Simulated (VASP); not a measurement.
# AlN (P6_3mc) in VASP: further runs

One crystal, AlN, is run at these levels: r2SCAN; tasks: relaxation of cell and atoms, vibrations by finite differences.

Program: VASP 6.6.1. These are calculated values, not measurements. Logs are shortened: lines on timing, memory, paths and dates and some standing lists are left out, and cuts for length are marked.

## (1) Starting point

The structure is hexagonal, space group P6_3mc (No. 186). Conventional cell: a = 3.113 Å, b = 3.113 Å, c = 4.981 Å, α = 90.00°, β = 90.00°, γ = 120.00°. Around Al (site symmetry 3m) lie 4 N at 1.89 Å. N (site symmetry 3m) is surrounded by 4 Al at 1.89 Å.

## (2) Relaxation of cell and atoms, r2SCAN

The input, INCAR:

```
SYSTEM = AlN
PREC = Accurate ; ENCUT = 520
EDIFF = 1E-7 ; ISMEAR = 0
SIGMA = 0.02 ; LREAL = .FALSE.
LASPH = .TRUE. ; NELM = 80
ALGO = Normal ; ISIF = 3
LWAVE = .FALSE. ; LCHARG = .FALSE.
METAGGA = R2SCAN ; LMIXTAU = .TRUE.
IBRION = 2 ; NSW = 80
EDIFFG = -0.002 ; KPAR = 4
```

The input, KPOINTS:

```
regular mesh
0
G
  12 12 6
  0 0 0
```

The input, POSCAR:

```
AlN
1.0
    3.1130000000      0.0000000000      0.0000000000
   -1.5565000000      2.6959370800      0.0000000000
    0.0000000000      0.0000000000      4.9810000000
Al N
2 2
Direct
    0.3333333300      0.6666666700      0.0000000000
    0.6666666700      0.3333333300      0.5000000000
    0.3333333300      0.6666666700      0.3800000000
    0.6666666700      0.3333333300      0.8800000000
```

Potentials or basis: VASP PAW PBE potentials, release 64 (Al, N).

On the command line:

```console
$ cat potpaw_PBE.64/Al/POTCAR potpaw_PBE.64/N/POTCAR > POTCAR
$ mpirun -np 4 vasp_std > vasp.out
```

OUTCAR:

```text
SYSTEM = AlN
   PREC = Accurate
   ENCUT = 520
   EDIFF = 1E-7
   ISMEAR = 0
   LREAL = .FALSE.
   LASPH = .TRUE.
   NELM = 80
   ISIF = 3
   METAGGA = R2SCAN
   IBRION = 2
   NSW = 80
   EDIFFG = -0.002

 ion  position               nearest neighbor table
   1  0.333  0.667  0.000-   3 1.89   4 1.89   4 1.89   4 1.89   2 3.07   2 3.07   2 3.07   2 3.07
                             2 3.07   2 3.07
   2  0.667  0.333  0.500-   4 1.89   3 1.89   3 1.89   3 1.89   1 3.07   1 3.07   1 3.07   1 3.07
                             1 3.07   1 3.07
   3  0.333  0.667  0.380-   1 1.89   2 1.89   2 1.89   2 1.89
   4  0.667  0.333  0.880-   2 1.89   1 1.89   1 1.89   1 1.89

  LATTYP: Found a hexagonal cell.
 ALAT       =     3.1130000000
 C/A-ratio  =     1.6000642467

  Lattice vectors:

 A1 = (   3.1130000000,   0.0000000000,   0.0000000000)
 A2 = (  -1.5565000000,   2.6959370800,   0.0000000000)
 A3 = (   0.0000000000,   0.0000000000,   4.9810000000)

Analysis of symmetry for initial positions (statically):
=====================================================================
 Subroutine PRICEL returns:
 Original cell was already a primitive cell.

 Routine SETGRP: Setting up the symmetry group for a
 hexagonal supercell.

 Subroutine GETGRP returns: Found 12 space group operations
 (whereof  6 operations were pure point group operations)
 out of a pool of 24 trial point group operations.

The static configuration has the point symmetry C_3v.
 The point group associated with its full space group is C_6v.

Analysis of symmetry for dynamics (positions and initial velocities):
=====================================================================
 Subroutine PRICEL returns:
 Original cell was already a primitive cell.

 Routine SETGRP: Setting up the symmetry group for a
 hexagonal supercell.

 Subroutine GETGRP returns: Found 12 space group operations
 (whereof  6 operations were pure point group operations)
 out of a pool of 24 trial point group operations.

The dynamic configuration has the point symmetry C_3v.
 The point group associated with its full space group is C_6v.

 Subroutine INISYM returns: Found 12 space group operations
 (whereof  6 operations are pure point group operations),
 and found     1 'primitive' translations

----------------------------------------------------------------------------------------

                                     Primitive cell

  volume of cell :      41.8028

  direct lattice vectors                    reciprocal lattice vectors
     3.113000000  0.000000000  0.000000000     0.321233537  0.185464269  0.000000000
    -1.556500000  2.695937080  0.000000000     0.000000000  0.370928538  0.000000000
     0.000000000  0.000000000  4.981000000     0.000000000  0.000000000  0.200762899

  length of vectors
     3.113000000  3.112999998  4.981000000     0.370928538  0.370928538  0.200762899

  position of ions in fractional coordinates (direct lattice)
     0.333333330  0.666666670  0.000000000
     0.666666670  0.333333330  0.500000000
     0.333333330  0.666666670  0.380000000
     0.666666670  0.333333330  0.880000000

  ion indices of the primitive-cell ions
   primitive index   ion index
                 1           1
                 2           2
                 3           3
                 4           4

----------------------------------------------------------------------------------------

 KPOINTS: regular mesh

Automatic generation of k-mesh.
 Grid dimensions read from file:
 generate k-points for:   12   12    6

 Generating k-lattice:

  Cartesian coordinates                     Fractional coordinates (reciprocal lattice)
     0.026769461  0.015455356  0.000000000     0.083333333 -0.000000000  0.000000000
     0.000000000  0.030910712  0.000000000     0.000000000  0.083333333  0.000000000
     0.000000000  0.000000000  0.033460483     0.000000000  0.000000000  0.166666667

  Length of vectors
     0.030910711  0.030910712  0.033460483

  Shift w.r.t. Gamma in fractional coordinates (k-lattice)
     0.000000000  0.000000000  0.000000000

 Subroutine IBZKPT returns following result:
 ===========================================

 Found     76 irreducible k-points:

 Following reciprocal coordinates:
            Coordinates               Weight
  0.000000  0.000000  0.000000      1.000000
  0.083333  0.000000  0.000000      6.000000
  0.166667  0.000000  0.000000      6.000000
  0.250000  0.000000  0.000000      6.000000
  0.333333  0.000000  0.000000      6.000000
  0.416667  0.000000  0.000000      6.000000
[... 16 lines left out ...]
  0.250000  0.000000  0.166667     12.000000
  0.333333  0.000000  0.166667     12.000000
 [... further k-points ...]
   k-points           NKPTS =     76   k-points in BZ     NKDIM =     76   number of bands    NBANDS=     12
   number of dos      NEDOS =    301   number of ions     NIONS =      4
   total plane-waves  NPLWV =  23040
   dimension x,y,z NGX =    24 NGY =   24 NGZ =   40
   dimension x,y,z NGXF=    48 NGYF=   48 NGZF=   80
   ions per type =               2   2
   NGX,Y,Z   is equivalent  to a cutoff of  12.82, 12.82, 13.35 a.u.
   NGXF,Y,Z  is equivalent  to a cutoff of  25.63, 25.63, 26.70 a.u.
 SYSTEM =  AlN
   PREC   = accura    normal or accurate (medium, high low for compatibility)
   ISTART =      0    job   : 0-new  1-cont  2-samecut
   ICHARG =      2    charge: 1-file 2-atom 10-const
   ISPIN  =      1    spin polarized calculation?
   LNONCOLLINEAR =      F non collinear calculations
   LSORBIT =      F    spin-orbit coupling
   LASPH  =      T    aspherical Exc in radial PAW
   ENCUT  =  520.0 eV  38.22 Ry    6.18 a.u.   5.79  5.79  9.26*2*pi/ulx,y,z
   NELM   =     80;   NELMIN=  2; NELMDL= -5     # of ELM steps
   EDIFF  = 0.1E-06   stopping-criterion for ELM
   LREAL  =      F    real-space projection
   EDIFFG = -.2E-02   stopping-criterion for IOM
   NSW    =     80    number of steps for IOM
   IBRION =      2    ionic relax: 0-MD 1-quasi-New 2-CG
   NFREE  =      1    steps in history (QN), initial steepest desc. (CG)
   ISIF   =      3    stress and relaxation
   ISYM   =      2    0-nonsym 1-usesym 2-fastsym
   POTIM  = 0.5000    time-step for ionic-motion
   TEBEG  =    0.0;   TEEND  =   0.0 temperature during run
   PSTRESS=    0.0 pullay stress
   NELECT =      16.0000    total number of electrons
   NUPDOWN=      -1.0000    fix difference up-down
   EMIN   =  10.00;   EMAX   =-10.00  energy-range for DOS
   EFERMI =   0.00;   METHOD = LEGACY
   ISMEAR =     0;   SIGMA  =   0.02  broadening in eV -4-tet -1-fermi 0-gaus
   EFERMI_NEDOS =   21; number of points for ismear=-14 and -15
   IALGO  =     38    algorithm
   IMIX   =      4    mixing-type and parameters
     AMIX     =   0.40;   BMIX     =  1.00
     AMIX_MAG =   1.60;   BMIX_MAG =  1.00
  volume/ion in A,a.u.               =      10.45        70.52
  Fermi-wavevector in a.u.,A,eV,Ry     =   1.188629  2.246183 19.222843  1.412839
  Thomas-Fermi vector in A             =   2.324754
   LORBIT       =      0    0 simple, 1 ext, 2 COOP (PROOUT), +10 PAW based schemes
   METAGGA = R2SCAN    functional components
   LHFCALC =     F    Hartree Fock is set to
   AEXX    =    0.0000 exact exchange contribution
   IVDW    =     0    specifies the selected vdW correction
   LEPSILON=     F    determine dielectric tensor
   LRPA    =     F    only Hartree local field effects (RPA)
 conjugate gradient relaxation of ions
 non-spin polarized calculation
 Gauss-broadening in eV      SIGMA  =   0.02
  energy-cutoff  :      520.00
  volume of cell :       41.80
 maximum number of plane-waves:      1152
 NGX is ok and might be reduce to    24
   NGX = 11   NGY = 11   NGZ = 19

--------------------------------------- Ionic step        1  -------------------------------------------

 number of electron      15.9999997 magnetization

 Free energy of the ion-electron system (eV)
  ---------------------------------------------------
  ext. energy  EPLUGINS =         0.00000000
  ---------------------------------------------------
  free energy    TOTEN  =       -38.45440036 eV

  energy without entropy =      -38.45440036  energy(sigma->0) =      -38.45440036

------------------------ aborting loop because EDIFF is reached ----------------------------------------

  FORCE on cell =-STRESS in cart. coord.  units (eV):
  Direction    XX          YY          ZZ          XY          YZ          ZX
  --------------------------------------------------------------------------------------
  -------------------------------------------------------------------------------------
  Total       -0.5007523     -0.5007523     -0.0262929      0.0000000     -0.0000000     -0.0000000
  in kB      -19.1923471    -19.1923470     -1.0077288      0.0000000     -0.0000000     -0.0000000
  external PRESSURE =     -13.1308076 kB  Pullay stress =       0.0000000 kB
[... 95 lines left out ...]
  FREE ENERGIE OF THE ION-ELECTRON SYSTEM (eV)
  ---------------------------------------------------
  free  energy   TOTEN  =       -38.4566293929 eV

  energy  without entropy=      -38.4566293929  energy(sigma->0) =      -38.45662939

[... ionic steps 4 to 7 ...]

--------------------------------------- Ionic step        8  -------------------------------------------

 number of electron      15.9999996 magnetization

------------------------ aborting loop because EDIFF is reached ----------------------------------------
[... 71 lines left out ...]
--------------------------------------- Ionic step       10  -------------------------------------------

 number of electron      15.9999996 magnetization

 Free energy of the ion-electron system (eV)
  ---------------------------------------------------
  ext. energy  EPLUGINS =         0.00000000
  ---------------------------------------------------
  free energy    TOTEN  =       -38.45669781 eV

  energy without entropy =      -38.45669781  energy(sigma->0) =      -38.45669781

 E-fermi :   6.0386     XC(G=0): -11.4248

 val. band max:        5.9363377170   @ k =   0.0000   0.0000   0.0000
 cond. band min:      10.8718651935   @ k =   0.0000   0.0000   0.0000
 fundamental gap:      4.9355274766
 Fermi energy:         6.0385644967

 k-point     1 :       0.0000    0.0000    0.0000
  band No.  band energies     occupation
      1     -10.0564      2.00000
      2      -7.9285      2.00000
      3      -0.1419      2.00000
      4       5.0486      2.00000
      5       5.0486      2.00000
      6       5.7101      2.00000
      7       5.7101      2.00000
      8       5.9363      2.00000
      9      10.8719      0.00000
     10      13.4902      0.00000
     11      17.5680      0.00000
     12      17.9915      0.00000
[... 331 lines left out ...]
 k-point    24 :       0.3333    0.0000    0.1667
  band No.  band energies     occupation
      1      -8.7313      2.00000
      2      -7.5214      2.00000
      3       0.9636      2.00000
      4       1.9441      2.00000
      5       2.5543      2.00000
      6       4.1207      2.00000
      7       5.1325      2.00000
      8       5.2617      2.00000
      9      12.5170      0.00000
     10      13.3468      0.00000
     11      15.3130      0.00000
     12      17.0859      0.00000

 [... further k-points ...]

------------------------ aborting loop because EDIFF is reached ----------------------------------------

  FORCE on cell =-STRESS in cart. coord.  units (eV):
  Direction    XX          YY          ZZ          XY          YZ          ZX
  --------------------------------------------------------------------------------------
  -------------------------------------------------------------------------------------
  Total        0.0002006      0.0002006      0.0005383      0.0000000      0.0000000      0.0000000
  in kB        0.0077391      0.0077391      0.0207613      0.0000000      0.0000000      0.0000000
  external PRESSURE =       0.0120799 kB  Pullay stress =       0.0000000 kB
[... 19 lines left out ...]
  FREE ENERGIE OF THE ION-ELECTRON SYSTEM (eV)
  ---------------------------------------------------
  free  energy   TOTEN  =       -38.4566978107 eV

  energy  without entropy=      -38.4566978107  energy(sigma->0) =      -38.45669781

 reached required accuracy - stopping structural energy minimisation
```

Wall time 2.8 min (4 MPI ranks of Intel Xeon Platinum 8488C (Sapphire Rapids), shared host); peak memory 0.17 GiB.

Results:

* Free energy: -38.4567 eV
* Relaxed volume: 10.38 Å³/atom
* Relaxed cell: a = 3.105 Å, b = 3.105 Å, c = 4.975 Å, α = 90.00°, β = 90.00°, γ = 120.00°
* Space group after relaxing (to 0.05 Å): P6_3mc (No. 186)
* Energy gained by relaxing: 0.6 meV/atom
* Ionic steps: 10
* Pressure after relaxing: 0.0 GPa
* Band gap on the k mesh: 4.94 eV, direct

The path:
| step | energy change (eV) | largest force (eV/Å) | pressure (GPa) | volume (Å³) |
| --- | --- | --- | --- | --- |
| 1 | 0.0000 | 0.1251 | -1.31 | 41.80 |
| 2 | 0.0001 | 0.0987 | 1.37 | 41.29 |
| 3 | -0.0022 | 0.0154 | -0.03 | 41.55 |
| 4 | -0.0022 | 0.0129 | 0.00 | 41.54 |
| 5 | -0.0023 | 0.0067 | 0.01 | 41.54 |
| 6 | -0.0023 | 0.0008 | 0.02 | 41.54 |
| 7 | -0.0023 | 0.0017 | 0.02 | 41.54 |
| 8 | -0.0023 | 0.0018 | -0.02 | 41.54 |
| 9 | -0.0023 | 0.0012 | -0.02 | 41.54 |
| 10 | -0.0023 | 0.0001 | 0.00 | 41.54 |

Final structure:
```
Al N
1.0
     3.10500    0.00000    0.00000
    -1.55250    2.68901    0.00000
     0.00000    0.00000    4.97514
Al N
2 2
Cartesian
  0.0000 1.7927 4.9710
  1.5525 0.8963 2.4834
  0.0000 1.7927 1.8947
  1.5525 0.8963 4.3823
```

Levels at points of the mesh, in eV from the valence-band top:
```tsv
k point	band 6	band 7	band 8	band 9	band 10	band 11
(0.00, 0.00, 0.00)	-0.23	-0.23	0.00	4.94	7.55	11.63
(0.50, 0.00, 0.00)	-2.14	-1.77	-0.71	6.45	6.57	9.07
(0.00, 0.00, 0.50)	-0.57	-0.57	-0.57	7.27	7.27	11.33
(0.50, 0.00, 0.50)	-1.50	-1.39	-1.39	6.01	6.01	10.16
```

Caveat: the PAW data sets were made with another functional, which shifts forces and pressure a little.

## (3) Relaxation of cell and atoms, r2SCAN

This run uses another cell than the first one, of 10.38 Å³/atom, 0.994 times its volume.

INCAR is that of step 2.

KPOINTS is that of step 2.

The input, POSCAR:

```
AlN                                     
1.0
    3.1049958030     -0.0000000000      0.0000000000
   -1.5524979015      2.6890052420     -0.0000000000
   -0.0000000000      0.0000000000      4.9751431069
  Al              N             
     2     2
Direct
     0.3333333300000021    0.6666666699999979    0.9991628523928497
     0.6666666699999979    0.3333333300000021    0.4991628523928496
     0.3333333300000021    0.6666666699999979    0.3808371476071529
     0.6666666699999979    0.3333333300000021    0.8808371476071528
```

Potentials or basis: VASP PAW PBE potentials, release 64 (Al, N).

On the command line:

```console
$ cat potpaw_PBE.64/Al/POTCAR potpaw_PBE.64/N/POTCAR > POTCAR
$ mpirun -np 4 vasp_std > vasp.out
```

OUTCAR:

```text
SYSTEM = AlN
   PREC = Accurate
   ENCUT = 520
   EDIFF = 1E-7
   ISMEAR = 0
   LREAL = .FALSE.
   LASPH = .TRUE.
   NELM = 80
   ISIF = 3
   METAGGA = R2SCAN
   IBRION = 2
   NSW = 80
   EDIFFG = -0.002

 ion  position               nearest neighbor table
   1  0.333  0.667  0.999-   4 1.89   4 1.89   4 1.89   3 1.90   2 3.07   2 3.07   2 3.07   2 3.07
                             2 3.07   2 3.07
   2  0.667  0.333  0.499-   3 1.89   3 1.89   3 1.89   4 1.90   1 3.07   1 3.07   1 3.07   1 3.07
                             1 3.07   1 3.07
   3  0.333  0.667  0.381-   2 1.89   2 1.89   2 1.89   1 1.90
[... 569 lines left out ...]
  -------------------------------------------------------------------------------------
  Total       -0.0028415     -0.0028415     -0.0014829      0.0000000      0.0000000      0.0000000
  in kB       -0.1095971     -0.1095971     -0.0571940      0.0000000      0.0000000      0.0000000
  external PRESSURE =      -0.0921294 kB  Pullay stress =       0.0000000 kB

 VOLUME and BASIS-vectors are now :
 -----------------------------------------------------------------------------
  energy-cutoff  :      520.00
  volume of cell :       41.54
      direct lattice vectors                 reciprocal lattice vectors
     3.104995803  0.000000000  0.000000000     0.322061627  0.185942367  0.000000000
    -1.552497901  2.689005242  0.000000000     0.000000000  0.371884734  0.000000000
     0.000000000  0.000000000  4.975143107     0.000000000  0.000000000  0.200999243

 POSITION                                       TOTAL-FORCE (eV/Angst)
 -----------------------------------------------------------------------------------
     -0.00000      1.79267      4.97098         0.000000      0.000000     -0.000098
      1.55250      0.89634      2.48341        -0.000000     -0.000000     -0.000098
     -0.00000      1.79267      1.89472         0.000000      0.000000      0.000098
      1.55250      0.89634      4.38229         0.000000     -0.000000      0.000098
 -----------------------------------------------------------------------------------
    total drift:                               -0.000009      0.000005     -0.025035

  FREE ENERGIE OF THE ION-ELECTRON SYSTEM (eV)
  ---------------------------------------------------
  free  energy   TOTEN  =       -38.4564690364 eV

  energy  without entropy=      -38.4564690364  energy(sigma->0) =      -38.45646904

 reached required accuracy - stopping structural energy minimisation
```

It took 43 s on 4 MPI ranks of Intel Xeon Platinum 8488C (Sapphire Rapids), shared host; peak memory 0.18 GiB.

What came out:

| Property | Result |
| --- | --- |
| Free energy | -38.4565 eV |
| Pressure after relaxing | 0.0 GPa |
| Band gap on the k mesh | 4.94 eV, direct |

Final structure:
```
CELL_PARAMETERS angstrom
3.10500 0.00000 0.00000
-1.55250 2.68901 0.00000
0.00000 0.00000 4.97514
ATOMIC_POSITIONS crystal
Al 0.33333 0.66667 0.99916
Al 0.66667 0.33333 0.49916
N 0.33333 0.66667 0.38084
N 0.66667 0.33333 0.88084
```

Caveat: the relaxation stopped at its first step, so nothing moved; the PAW data sets were made with another functional, which shifts forces and pressure a little.

## (4) Vibrations by finite differences, r2SCAN

This run uses another cell than the first one, of 10.38 Å³/atom, 0.994 times its volume.

The input, INCAR:

```
SYSTEM = AlN
  PREC = Accurate
  ENCUT = 520
  EDIFF = 1E-8
  ISMEAR = 0
  SIGMA = 0.02
  LREAL = .False.
  LASPH = .True.
  NELM = 80
  ALGO = Normal
  ISIF = 3
  LWAVE = .False.
  LCHARG = .False.
  METAGGA = R2SCAN
  LMIXTAU = .True.
  IBRION = 6
  NFREE = 2
  POTIM = 0.015
  NSW = 1
  KPAR = 4
```

The input, KPOINTS:

```
Automatic mesh
0
Gamma
  12 12 6
  0 0 0
```

The input, POSCAR:

```
AlN                                     
1.0
    3.1049958030      0.0000000000      0.0000000000
   -1.5524979015      2.6890052420      0.0000000000
    0.0000000000      0.0000000000      4.9751431069
  Al              N             
     2     2
Direct
     0.3333333300000021    0.6666666699999979    0.9991628523928497
     0.6666666699999979    0.3333333300000021    0.4991628523928497
     0.3333333300000021    0.6666666699999979    0.3808371476071528
     0.6666666699999979    0.3333333300000021    0.8808371476071528
```

On the command line:

```console
$ cat potpaw_PBE.64/Al/POTCAR potpaw_PBE.64/N/POTCAR > POTCAR
$ mpirun -np 4 vasp_std > vasp.out
```

It took 17 min on 4 MPI ranks of Intel Xeon Platinum 8488C (Sapphire Rapids), shared host; peak memory 0.45 GiB.

The run converged. Its results:

```yaml
Voigt_bulk_modulus: 215 GPa
Highest_phonon_frequency_at_Γ_LO-TO_splitting_left_out: 743 cm⁻¹
```

Phonon frequencies in cm⁻¹ (negative: imaginary):
```tsv
q point	frequencies
(0.000, 0.000, 0.000)	-1 0 0 250 250 559 626 670 670 683 683 743
```

Elastic tensor in Voigt notation (GPa, in the Cartesian axes of the cell as first typed):
```
416 141 107   0   0   0
141 416 107   0   0   0
107 107 391   0   0   0
  0   0   0 125   0   0
  0   0   0   0 125   0
  0   0   0   0   0 137
```

Clamped-ion elastic tensor (GPa):
```
486 106  67   0   0   0
106 486  67   0   0   0
 67  67 480   0   0   0
  0   0   0 139   0   0
  0   0   0   0 139   0
  0   0   0   0   0 190
```

Caveat: the PAW data sets were made with another functional, which shifts forces and pressure a little.
